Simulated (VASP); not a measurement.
Here is a VASP 6.6.1 calculation.

The input INCAR:

```
SYSTEM = CuO
  ALGO = Normal
  EDIFF = 1E-7
  ENCUT = 520
  GGA = PS
  ISIF = 2
  ISMEAR = -1
  LASPH = .TRUE.
  LCHARG = .FALSE.
  LREAL = .FALSE.
  LWAVE = .FALSE.
  NBANDS = 25
  NELM = 60
  PREC = Accurate
  SIGMA = 0.05
```

The input KPOINTS:

```
k-points
0
G
  10 10 5
  0 0 0
```

File POSCAR:

```
CuO
1.0
    2.3418500000     -1.7113000000      0.0000000000
    2.3418500000      1.7113000000      0.0000000000
   -0.8500274268      0.0000000000      5.0578693947
Cu O
2 2
Direct
    0.5063060000     -0.0089130000      0.5000460000
   -0.0030500000      0.5118650000      0.0077660000
    0.4125810000      0.5821750000      0.7543040000
    0.5793590000      0.4093460000      0.2516240000
```

Potentials or basis: VASP PAW PBE potentials, release 64 (Cu, O).

The run is started by

```bash
$ cat potpaw_PBE.64/Cu/POTCAR potpaw_PBE.64/O/POTCAR > POTCAR
$ mpirun -np 1 vasp_std > vasp.out
```

Task: Predict the band gap on the k mesh.

Result: None (metal or under the smearing width).

Task: Estimate the pressure.

Result: -2.3 GPa.

Forces in eV/Å, atoms in the order of the input:
```
Cu  -0.045  0.140  0.384
Cu  -0.191  0.012 -0.332
O    0.096 -0.439 -0.103
O    0.140  0.287  0.051
```

Caveat: the PAW data sets were made with another functional, which shifts forces and pressure a little; the run has no spin polarisation, though such a crystal can be magnetic; semilocal functionals often make such compounds metallic where correlation or magnetic order opens a gap, which also shifts bond lengths.
